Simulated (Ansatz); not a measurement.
## TiAl₃: rattling a relaxed structure

It was reached by relaxing an invented guess, and it needn't be the stable form of this composition.

All numbers below come from Ansatz 0.2.0, DFT PBE, scalar-relativistic, plane waves, PAW. Plane waves to 420 eV, a k mesh through Γ of 12×12×12 on the computed 4-atom cell and Gaussian smearing (0.10 eV); no spin polarisation.

The cell below (4 atoms, space group Pm-3m (No. 221)) is relaxed within its symmetry.

```
Ti Al
1.0
     3.97967    0.00000    0.00000
     0.00000    3.97967    0.00000
     0.00000    0.00000    3.97967
Ti Al
1 3
Direct
  0.00000 0.00000 0.00000
  0.50000 0.00000 0.50000
  0.00000 0.50000 0.50000
  0.50000 0.50000 0.00000
```

For the test a repeat of it with 8 atoms (edges 3.98, 3.98, 7.96 Å) was strained at random (σ = 1.5 % a component), the atoms were moved at random (σ = 0.10 Å), and all was relaxed again on a coarse 6×6×4 mesh (in the run’s order of axes) with 0.20 eV smearing, with no symmetry imposed.

Question: Is the structure stable against such a distortion?

Answer: It returns, within 1 meV/atom of the unmoved cell on that mesh and with the same symmetry when read at 0.1 Å (P2/m at 0.01 Å, so small strains and shifts remain). So it is stable against the distortions that fit this cell and that this random move excites. Modes that don't fit the cell aren't tested.
